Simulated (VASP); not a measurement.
# VASP 6.6.1 run: Li2O

INCAR

```
NBANDS = 13
GGA = PE
SIGMA = 0.5
NELM = 99
NSW = 0
LASPH = .TRUE.
IBRION = -1
LREAL = .FALSE.
ISMEAR = -4
ISIF = 2
ENCUT = 520
LCHARG = .FALSE.
EDIFF = 1E-7
LWAVE = .FALSE.
PREC = Accurate
```

KPOINTS

```
KPOINTS created by Atomic Simulation Environment
0
Gamma
10 10 10
0 0 0
```

POSCAR

```
Li O
 1.0000000000000000
     0.0000000000000000    2.2321820759000000    2.2863690217000001
     2.2321820759000000    0.0000000000000000    2.2863690217000001
     2.2321820759000000    2.2321820759000000    0.0000000000000000
 Li  O
   2   1
Cartesian
  1.1160910379499998  1.1160910379499998  1.1431845108499998
  3.3482731138499995  3.3482731138499995  3.4295535325499995
  0.0000000000000000  0.0000000000000000  0.0000000000000000
```

The recommended PBE PAW datasets give the neutral cell 12 valence electrons.

Command

```
mpirun -np 1 vasp_std
```

OSZICAR

```
N       E                     dE             d eps       ncg     rms          rms(c)
DAV:   1     0.455329520414E+02    0.45533E+02   -0.58937E+03  2660   0.101E+03
DAV:   2    -0.106078012299E+02   -0.56141E+02   -0.54168E+02  3254   0.225E+02
DAV:   3    -0.160391258323E+02   -0.54313E+01   -0.53818E+01  4806   0.508E+01
DAV:   4    -0.160897546701E+02   -0.50629E-01   -0.50625E-01  3002   0.672E+00
DAV:   5    -0.160901266557E+02   -0.37199E-03   -0.37198E-03  3812   0.417E-01    0.756E+00
DAV:   6    -0.143099365773E+02    0.17802E+01   -0.80596E+00  2817   0.153E+01    0.270E+00
DAV:   7    -0.142915124610E+02    0.18424E-01   -0.15595E-01  3346   0.285E+00    0.151E+00
DAV:   8    -0.142934032416E+02   -0.18908E-02   -0.61878E-02  3136   0.240E+00    0.418E-01
DAV:   9    -0.142916198808E+02    0.17834E-02   -0.55169E-03  3288   0.599E-01    0.126E-01
DAV:  10    -0.142919515019E+02   -0.33162E-03   -0.74326E-04  3077   0.210E-01    0.441E-02
DAV:  11    -0.142919384822E+02    0.13020E-04   -0.34952E-05  3465   0.613E-02    0.127E-02
DAV:  12    -0.142919397901E+02   -0.13079E-05   -0.52460E-06  3279   0.231E-02    0.716E-03
DAV:  13    -0.142919394841E+02    0.30597E-06   -0.22449E-06  3382   0.138E-02    0.157E-03
DAV:  14    -0.142919394244E+02    0.59727E-07   -0.49322E-08  2340   0.247E-03
   1 F= -.14291939E+02 E0= -.14291939E+02  d E =0.000000E+00
```

From OUTCAR

```
k-points           NKPTS =    102   k-points in BZ     NKDIM =    102   number of bands    NBANDS=     13

   NELECT =      12.0000    total number of electrons

   dimension x,y,z NGX =    24 NGY =   24 NGZ =   24
   dimension x,y,z NGXF=    48 NGYF=   48 NGZF=   48

  energy-cutoff  :      520.00
  volume of cell :       22.78
      direct lattice vectors                 reciprocal lattice vectors
     0.000000000  2.232182076  2.286369022    -0.223996064  0.223996064  0.218687358
     2.232182076  0.000000000  2.286369022     0.223996064 -0.223996064  0.218687358
     2.232182076  2.232182076  0.000000000     0.223996064  0.223996064 -0.218687358

 k-points in reciprocal lattice and weights: KPOINTS created by Atomic Simulation Env
   0.00000000  0.00000000  0.00000000       0.001
   0.10000000 -0.00000000  0.00000000       0.008
   0.20000000 -0.00000000  0.00000000       0.008
   0.30000000  0.00000000  0.00000000       0.008
   0.40000000  0.00000000  0.00000000       0.008
   0.50000000 -0.00000000  0.00000000       0.004
   0.10000000  0.10000000  0.00000000       0.002
   0.20000000  0.10000000  0.00000000       0.008
   ...

 E-fermi :   1.9479

 k-point     1 :       0.0000    0.0000    0.0000
  band No.  band energies     occupation
      1     -41.0887      2.00000
      2     -40.6643      2.00000
      3     -13.8016      2.00000
      4       1.7229      2.00000
      5       1.8038      2.00000
      6       1.8039      2.00000
      7       7.6537      0.00000
      8      14.0913      0.00000
      9      14.0913      0.00000
     10      14.3187      0.00000
     11      21.0520      0.00000
     12      21.9014      0.00000
     13      21.9014      0.00000

 k-point     2 :       0.1000   -0.0000    0.0000
  band No.  band energies     occupation
      1     -41.0764      2.00000
      2     -40.6730      2.00000
      3     -13.7816      2.00000
      4       1.4154      2.00000
      5       1.6965      2.00000
      6       1.7560      2.00000
      7       7.9203      0.00000
      8      14.1543      0.00000
      9      14.2629      0.00000
     10      14.4519      0.00000
     11      20.1777      0.00000
     12      20.7625      0.00000
     13      22.0570      0.00000

 k-point     3 :       0.2000   -0.0000    0.0000
  band No.  band energies     occupation
      1     -41.0415      2.00000
      2     -40.6989      2.00000
      3     -13.7277      2.00000
      4       0.5867      2.00000
      5       1.5519      2.00000
      6       1.6361      2.00000
      7       8.6042      0.00000
      8      14.1677      0.00000
      9      14.6093      0.00000
     10      14.6746      0.00000
     11      19.2574      0.00000
     12      19.6172      0.00000
     13      23.0459      0.00000

 k-point     4 :       0.3000    0.0000    0.0000
  band No.  band energies     occupation
      1     -40.9889      2.00000
      2     -40.7404      2.00000
      3     -13.6565      2.00000
      4      -0.3027      2.00000
      5       1.3884      2.00000
      6       1.4981      2.00000
      7       9.5515      0.00000
      8      13.8557      0.00000
      9      14.5866      0.00000
     10      14.7253      0.00000
     11      19.3647      0.00000
     12      19.4588      0.00000
     13      24.3378      0.00000

 ...

  Total        1.3523929      1.3523929      0.6653367      0.0000000      0.0000000      0.0000000
  in kB       95.0994311     95.0994311     46.7860656      0.0000000      0.0000000      0.0000000
  external PRESSURE =      78.9949759 kB  Pullay stress =       0.0000000 kB

 POSITION                                       TOTAL-FORCE (eV/Angst)
 -----------------------------------------------------------------------------------
      1.11609      1.11609      1.14318         0.000000      0.000000      0.000000
      3.34827      3.34827      3.42955        -0.000000     -0.000000     -0.000000
      0.00000      0.00000      0.00000         0.000000     -0.000000      0.000000
 -----------------------------------------------------------------------------------
    total drift:                               -0.000000      0.000000      0.000000

  FREE ENERGIE OF THE ION-ELECTRON SYSTEM (eV)
  ---------------------------------------------------
  free  energy   TOTEN  =       -14.2919394244 eV

  energy  without entropy=      -14.2919394244  energy(sigma->0) =      -14.29193942
```

It converged. Results: gap between bands v and c on the k mesh 5.07 eV; least direct gap on the k mesh 5.85 eV; pressure 7.9 GPa. Band v is the last that the valence electrons fill when counted band by band, and c is the next.

For comparison, a separate PBE run of the intended cell, on usual settings and not on those above, gives a gap of 5.07 eV on its mesh and a pressure of 7.9 GPa.

The run above took about 20 s on one core of a shared host (Intel Xeon Platinum 8488C) and held 0.15 GiB at most.
